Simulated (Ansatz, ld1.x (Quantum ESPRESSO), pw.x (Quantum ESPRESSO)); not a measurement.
Sr: one change to the TM potential, in the atom and in the sc crystal

- Element: Sr (Z = 38)
- Generator: ld1.x (Quantum ESPRESSO) 7.5
- Type: norm-conserving Troullier–Martins (Kleinman–Bylander form)
- Functional: PBE
- Relativity: scalar-relativistic
- Frozen core: [Kr]
- Valence charge: 2
- Reference configuration: 4d0 5s2 5p0
- Partial waves: 5p (bound, empty): rc 3.65 bohr; 4d (bound, empty): rc 2.90 bohr; 5s (bound): rc 3.85 bohr
- Local potential: the s channel
- Core correction: Bessel-smoothed model core, default radius (core density twice the valence density)

Change: all radii but the core radius scaled by about 1.40 (s 5.38, p 5.10, d 4.06 bohr).

Cutoffs, loose and tight: the cutoffs (Ry, on a coarse ladder) from which the occupation-weighted sum of valence levels, in a spherical-Bessel basis at the reference potential, stays within 10 and 1 mRy of its value at 400 Ry. They do not see the model core or the augmentation charge, which bear on the density cutoff. Test errors are all-electron minus pseudo excitation energies from the reference, over the configurations 4d0 5s1 5p0; 4d0 5s1.5 5p0; 4d0 5s1 5p1; 4d0 5s0 5p2; 4d1 5s0 5p0; 4d1 5s1 5p0; 4d0 5s0 5p1; variants that change the core or the reference have their own tests.

Crystal test: sc Sr in pw.x 7.5, no spin, 9³ k-points, Fermi–Dirac smearing 0.01 Ry, cutoffs set for each file from its atomic test. The reference is all-electron LAPW (Ansatz 0.2.0) with the same functional, mesh and smearing; V0 and B0 come from Birch–Murnaghan fits to the pressures at five volumes. Errors are pseudo minus all-electron; Δ is the rms difference of the E(V) curves that follow from these fits, minima aligned, over ±6 % about the mean V0. Mesh and smearing are coarse, so the numbers serve the comparison and aren't converged zero-temperature values; the lattice is a test structure that the element need not adopt.

All-electron: a0 = 3.874 Å (V0 = 58.16 Å³/atom), B0 = 6.7 GPa.

Does the change bring the crystal closer to the all-electron result?

The mean pressure error goes from +0.07 to -0.85 GPa, so the change moves the solid further from the all-electron pressures.

```
                       quantity       base    changed
                 outcome (atom)  generated  generated
           cutoff, loose (atom)       6 Ry       6 Ry
           cutoff, tight (atom)       8 Ry       6 Ry
            bound ghosts (atom)       none       none
largest test error (meV) (atom)        -61       -143
           cutoffs in pw.x (Ry)     50/200     50/200
                         a0 (Å)      3.886          –
                   a0 error (%)      +0.31          –
                   B0 error (%)       +3.5          –
                   Δ (meV/atom)        0.8          –
      mean pressure error (GPa)      +0.07      -0.85
```

A dash: not determined, or the minimum lies outside the volumes sampled.

Base: The largest radius (3.85 bohr) exceeds half the bond length (3.67 bohr), so the spheres overlap, which is one possible source of error among others. The cutoffs count occupied waves only; the empty 4d level needs 15 Ry at the loose tolerance. Changed file: The largest radius (5.38 bohr) exceeds half the bond length (3.67 bohr), so the spheres overlap, which is one possible source of error among others. This is a poor potential for the solid. The cutoffs count occupied waves only; the empty 4d level needs 10 Ry at the loose tolerance. The atomic cutoffs weigh occupied waves only.
